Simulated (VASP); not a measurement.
GaN:

```
CELL_PARAMETERS angstrom
3.18000 0.00000 0.00000
-1.59000 2.75396 0.00000
0.00000 0.00000 5.16600
ATOMIC_POSITIONS crystal
Ga 0.33333 0.66667 0.00000
Ga 0.66667 0.33333 0.50000
N 0.33333 0.66667 0.37500
N 0.66667 0.33333 0.87500
```

Program: VASP 6.6.1. Alike in all runs: task single point; potentials or basis VASP PAW PBE potentials, release 64 (Ga_d, N); no spin polarisation; cell as given; cutoff (eV) 520; smearing fermi-dirac 0.02 eV. Hardware: 4 MPI ranks on AMD EPYC 9R45 96-Core Processor (Zen 5), with other jobs on the host.

Order these runs on this cell by their wall time, lowest first.
A. level r2SCAN; k mesh 8 × 8 × 5
B. level PBEsol; k mesh 8 × 8 × 5
C. level HSE06; k mesh 6 × 6 × 4; grid for exact exchange (PRECFOCK) Fast; screening parameter 0.2 1/A

B (6.9 s), A (43 s), C (750 s).

Runs at the PBE level aren't shown here.
